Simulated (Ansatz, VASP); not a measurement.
**Y in VASP and in Ansatz**

```
Y
1.0
     0.00000    2.53374    2.53374
     2.53374    0.00000    2.53374
     2.53374    2.53374    0.00000
Y
1
Direct
  0.00000 0.00000 0.00000
```

Change from the starting cell: volume scaled by 1.06.

Alike in both runs: task single point; functional PBE; k mesh 14 × 14 × 14; occupations fermi-dirac, width 0.03 eV; no spin polarisation.

|  | VASP | Ansatz |
| --- | --- | --- |
| version | VASP 6.6.1 | Ansatz 0.2.0 |
| potentials or method | VASP PAW PBE potentials, release 64 (Y_sv), cutoff 520 eV | all-electron LAPW, scalar-relativistic |

Ansatz gave:

* pressure (GPa): -0.1

Estimate VASP's values.

pressure (GPa): -0.2.

Ansatz ran all-electron here, so the differences hold the error of VASP's frozen core and of both bases.
